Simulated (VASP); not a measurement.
The system is Ag.

```
CELL_PARAMETERS angstrom
2.93000 0.00000 0.00000
-1.46500 2.53745 0.00000
0.00000 0.00000 4.79000
ATOMIC_POSITIONS crystal
Ag 0.33333 0.66667 0.25000
Ag 0.66667 0.33333 0.75000
```

This isn't the form of Ag at room conditions, which is fcc.

- Program: VASP 6.6.1
- Task: relaxation of cell and atoms
- Functional: PBEsol
- Potentials or basis: VASP PAW PBE potentials, release 64 (Ag)
- Cutoff: 600 eV
- k mesh: 18 × 18 × 10
- Occupations: gaussian, width 0.1 eV
- Spin: no spin polarisation

At the start: pressure -6.3 GPa; volume 17.81 Å³/atom.

Where does the relaxation end?

Over 12 steps the energy falls by 24.6 meV/atom and the volume is 16.67 Å³/atom (-6.4 %); space group P6_3/mmc (No. 194, to 0.05 Å).

The path:
```tsv
step	energy change (eV)	largest force (eV/Å)	pressure (GPa)	volume (Å³)
1	0.0000	0.0000	-6.33	35.61
2	-0.0312	0.0000	4.72	32.11
3	-0.0493	0.0000	0.19	33.33
4	-0.0492	0.0000	-0.20	33.40
5	-0.0492	0.0000	-0.19	33.39
6	-0.0492	0.0000	-0.17	33.39
7	-0.0492	0.0000	-0.14	33.38
8	-0.0492	0.0000	-0.09	33.37
9	-0.0493	0.0000	-0.07	33.35
10	-0.0492	0.0000	0.15	33.30
11	-0.0493	0.0000	0.04	33.33
12	-0.0493	0.0000	0.01	33.34
```

Final structure:
```xyz
2
Lattice="2.8649 0.0000 0.0000 -1.4325 2.4811 0.0000 0.0000 0.0000 4.6896" Properties=species:S:1:pos:R:3 pbc="T T T"
Ag    0.0000    1.6541    1.1724
Ag    1.4325    0.8270    3.5172
```

Caveat: the PAW data sets were made with another functional, which shifts forces and pressure a little.
